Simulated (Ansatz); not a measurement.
Li in Ansatz: the effect of functional

Crystal: Li.

```
Li
1.0
    -1.74287    1.74287    1.74287
     1.74287   -1.74287    1.74287
     1.74287    1.74287   -1.74287
Li
1
Direct
  0.00000 0.00000 0.00000
```

The cell isn't the ideal one: volume scaled by 0.98.

Alike in all runs:

* Program: Ansatz 0.2.0
* Task: single point
* Potentials or basis: Ansatz PAW
* k mesh: 11 × 11 × 11
* Occupations: fermi-dirac, width 0.05 eV
* Spin: no spin polarisation

Problem. One run gave: pressure -1.4 GPa. Which functional did it use?
A. PBE
B. LDA
C. r2SCAN

Solution. B.

```tsv
functional	cutoff	pressure (GPa)
LDA	420 eV (not typed: the program's choice for these potentials)	-1.4
r2SCAN	500 eV (not typed: the program's choice for these potentials)	-0.1
PBE	420 eV (not typed: the program's choice for these potentials)	-0.6
```

Caveats: the PAW data sets were made with another functional, which shifts forces and pressure a little (some runs).
